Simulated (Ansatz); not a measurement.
# Potassium, simple cubic under RPBE: from relaxation to bulk modulus

What does RPBE give for potassium in the simple cubic structure? We relax it, solve it on a dense k-mesh, then scale the cell to 7 volumes from 88 to 112 % of the relaxed one and try a fit of the equation of state. Spin polarisation is left out. The k-meshes are 8×8×8 for the relaxation; 12×12×12 for the dense run; 8×8×8 for the volumes.

This is K in the simple cubic structure; at room conditions it is bcc.

Computed with Ansatz 0.2.0 (DFT RPBE, plane waves (420 eV) with PAW, scalar-relativistic; PAW files made under PBE, frozen cores solved again for the functional, unless a step says otherwise).

## Step 1: The structure to begin with

It takes space group Pm-3m (No. 221, cubic). The conventional cell has a = 4.255 Å, b = 4.255 Å, c = 4.255 Å, α = 90.00°, β = 90.00°, γ = 90.00°. K (site symmetry m-3m) has 6 K at 4.25 Å as nearest neighbours.

Coordinates:

```cif
data_structure
_symmetry_space_group_name_H-M 'Pm-3m'
_symmetry_Int_Tables_number 221
_cell_length_a 4.2548
_cell_length_b 4.2548
_cell_length_c 4.2548
_cell_angle_alpha 90.000
_cell_angle_beta 90.000
_cell_angle_gamma 90.000
_cell_volume 77.03
loop_
_atom_site_label
_atom_site_type_symbol
_atom_site_symmetry_multiplicity
_atom_site_Wyckoff_symbol
_atom_site_fract_x
_atom_site_fract_y
_atom_site_fract_z
_atom_site_occupancy
K1 K 1 a 0.00000 0.00000 0.00000 1
```

## Step 2: Geometry optimisation

The input, input.yaml:

```yaml
crystal:
  lattice:
    - [4.254849614, 0.0, 0.0]
    - [0.0, 4.254849614, 0.0]
    - [0.0, 0.0, 4.254849614]
  atoms:
    - { symbol: K, position: [0.0, 0.0, 0.0] }
hamiltonian:
  xc: rpbe
  pseudopotentials:
    kind: paw
    azcp:
      K: "pseudopotentials/K.paw.azcp"
basis:
  ecutwfc: 420
  fft_grid_basis: typed
kpoints:
  mp_grid: { grid: [8, 8, 8], shift: [0, 0, 0] }
magnetization:
  spin_polarized: false
scf:
  occupations: { method: fermi_dirac, width: 0.1 }
relax:
  max_steps: 60
  f_tol: 0.01
  cell: {}
```

Command:

```sh
$ ansatz run input.yaml --threads 2 --pin off --max-ram 5120MiB --backend cpu --events-out ev --progress --plain --runs-dir out
```

After this run come: Dense single point; Volume × 0.88; Volume × 0.92; Volume × 0.96; Volume × 1.0; Volume × 1.04; Volume × 1.08; Volume × 1.12.

What does the calculation give? Wanted: space group; conventional cell; volume; shortest distance; gap on the mesh; relative to bcc; V₀, B₀, B₀′.

As calculated:

| quantity | value |
| --- | --- |
| space group (spins left aside) | Pm-3m (No. 221) |
| conventional cell | a = 4.422 Å |
| volume | 86.473 Å³/atom |
| shortest distance | 4.422 Å |
| gap on the mesh | none (levels filled in part) |
| relative to bcc | +102 meV/atom |
| V₀, B₀, B₀′ | 86.142 Å³/atom, 2.4 GPa, 3.7 |

**Reading.** From the guessed start the volume grew by 12.3 % in 5 steps. Against the reference form of potassium (bcc, computed apart with the same settings) it stands 102 meV/atom higher. No gap shows: it is a metal or semimetal at this level. The fitted modulus is 2.4 GPa, a soft solid. The symmetry was held, so the structure may be unstable against distortions that break it.
